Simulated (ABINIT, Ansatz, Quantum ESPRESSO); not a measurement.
# One calculation of Sb, 3 ways

```
CELL_PARAMETERS angstrom
3.16000 0.00000 0.00000
0.00000 4.46891 0.00000
0.00000 0.00000 23.93783
ATOMIC_POSITIONS crystal
Sb 0.00000 0.50000 0.31331
Sb 0.00000 0.00000 0.40666
Sb 0.00000 0.50000 0.50000
Sb 0.00000 0.00000 0.59334
Sb 0.00000 0.50000 0.68669
```

Alike in all runs: functional PBE; k mesh 8 × 6 × 1; occupations fermi-dirac, width 0.05 eV; no spin polarisation; no spin-orbit coupling.

```csv
program and potentials,plane-wave cutoff (eV),notes,band gap (eV),largest force (eV/Å)
"Ansatz, Ansatz PAW",420,-,no gap,0.822
"ABINIT, JTH PAW PBE v2.0",435,-,?,?
"Quantum ESPRESSO, PseudoDojo 0.4.1 SR PBE standard",1088,-,no gap,0.815
```

**Question.** Estimate from the other rows what the run with ABINIT, JTH PAW PBE v2.0 gave.

**Answer.** No band gap; largest force 0.821 eV/Å. The other rows, which needn't bracket it: largest force 0.815 to 0.822.
